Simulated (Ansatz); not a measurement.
Strain and the gap of AlN (F-43m)

A 2-atom cell of AlN (F-43m) from a materials database, relaxed with r2SCAN in the PAW code Ansatz. It is cubic, F-43m (No. 216); a = 4.370 Å in the conventional setting, 10.43 Å³ an atom. Around Al lie 4 N at 1.89 Å; around N lie 4 Al at 1.89 Å.

The axes x, y and z are those of this cell:
```xyz
2
Lattice="0.0000 2.1849 2.1849 2.1849 0.0000 2.1849 2.1849 2.1849 0.0000" Properties=species:S:1:pos:R:3 pbc="T T T"
Al    0.0000    0.0000    0.0000
N     3.2773    3.2773    3.2773
```

Unstrained: PBE gives an indirect gap of 3.325 eV, from Γ to X; the least direct gap is 4.176 eV at Γ. The r2SCAN gap is indirect, 3.941 eV (Γ to X), below the direct gap of 4.842 eV at Γ. HSE06 gives an indirect gap of 4.552 eV, from Γ to X; the least direct gap is 5.547 eV at Γ. Meshes: PBE 10×10×10, r2SCAN 10×10×10, HSE06 8×8×8. Strains are changes of length per length. After each strain the atoms were relaxed again with r2SCAN within the symmetry that the strain leaves, so tilts or polar shifts that break it weren't tested; points keep the names that they have in the unstrained zone. Calculated for a static, non-magnetic cell.

Changes of the least gap in eV (an overlap counts as a negative gap):
```json
{"strain": "uniaxial -3.88 % along x", "volume change (%)": "-3.9", "space group": "I-4m2", "PBE": "-0.194", "r2SCAN": "-0.189", "HSE06": "-0.183", "energy rise, r2SCAN (meV/atom)": "15.2"}
{"strain": "uniaxial -4.81 % along y", "volume change (%)": "-4.8", "space group": "I-4m2", "PBE": "-0.238", "r2SCAN": "-0.231", "HSE06": "-0.225", "energy rise, r2SCAN (meV/atom)": "23.4"}
```

Uniaxial -3.88 % along x, other directions held. HSE06: the gap goes from 4.552 to 4.369 eV (-0.183 eV); with r2SCAN the top three valence levels at Γ, degenerate before, become 1+2 from the top over 158 meV. Stress change with r2SCAN, compression positive: xx +12.09, yy +7.21, zz +7.21 GPa.

Uniaxial -4.81 % along y, other directions held. HSE06: the gap goes from 4.552 to 4.327 eV (-0.225 eV); with r2SCAN the top three valence levels at Γ, degenerate before, become 1+2 from the top over 193 meV. Stress change with r2SCAN, compression positive: xx +9.23, yy +15.03, zz +9.23 GPa.

The meshes of the hybrids are coarse, so their gaps aren't converged to the digits shown.

The splittings at Γ are without spin-orbit coupling, which regroups them where it is of like size or larger.
